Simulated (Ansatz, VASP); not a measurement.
## Two plane-wave programs on GaP

```
CELL_PARAMETERS angstrom
6.39200 0.00000 0.00000
0.00000 6.39200 0.00000
0.00000 0.00000 6.39200
ATOMIC_POSITIONS crystal
Ga 0.10861 0.10861 0.10861
Ga 0.89139 0.89139 0.89139
Ga 0.39139 0.89139 0.60861
Ga 0.60861 0.10861 0.39139
Ga 0.60861 0.39139 0.89139
Ga 0.39139 0.60861 0.10861
Ga 0.89139 0.60861 0.39139
Ga 0.10861 0.39139 0.60861
P 0.59950 0.59950 0.59950
P 0.40050 0.40050 0.40050
P 0.90050 0.40050 0.09950
P 0.09950 0.59950 0.90050
P 0.09950 0.90050 0.40050
P 0.90050 0.09950 0.59950
P 0.40050 0.09950 0.90050
P 0.59950 0.90050 0.09950
```

Alike in both runs: functional PBEsol; k mesh 6 × 6 × 6; occupations gaussian, width 0.03 eV; no spin polarisation.

Ansatz relaxed the structure, and its values are those at the end. VASP's run is a single point on that final structure, the one shown.

|  | VASP | Ansatz |
| --- | --- | --- |
| version | VASP 6.6.1 | Ansatz 0.2.0 |
| potentials or method | VASP PAW PBE potentials, release 64 (Ga_d, P) | scalar-relativistic, plane waves, PAW |
| plane-wave cutoff (eV) | 520 | 500 |
| valence electrons in the cell | 144 | 144 |

```tsv
	VASP	Ansatz	Ansatz less VASP
gap on the k mesh at the Fermi level (eV)	none	none	-
pressure (GPa)	12.0	12.0	+0.02
```

A gap of «none» marks a metal or a gap that the smearing closes.

Caveats: the PAW data sets were made with another functional, which shifts forces and pressure a little (VASP).
